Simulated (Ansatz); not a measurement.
Gd:

```
Gd
1.0
     3.63600    0.00000    0.00000
    -1.81800    3.14887    0.00000
     0.00000    0.00000    5.78260
Gd
2
Direct
  0.66667 0.33333 0.75000
  0.33333 0.66667 0.25000
```

Base run:

- Program: Ansatz 0.2.0
- Functional: PBE
- Potentials or basis: Ansatz PAW
- Cutoff: 420 eV (not typed: the program's choice for these potentials)
- k mesh: 8 × 8 × 5
- Occupations: fermi-dirac, width 0.05 eV
- Spin: no spin polarisation

Its results: band gap on the k mesh none (metal or under the smearing width); pressure -2.4 GPa.

Problem. The run is repeated on the same cell with these changes: spin from no spin polarisation to collinear spin, random start. What comes out?

Solution. Band gap on the k mesh none (metal or under the smearing width); pressure -0.1 GPa; net moment 0.00 μB per cell; site moments Gd +7.25, -7.25 μB.

Caveats: spin-orbit coupling is left out, which moves the levels of the heavy elements (some runs); the starting moments weren't kept (some runs).
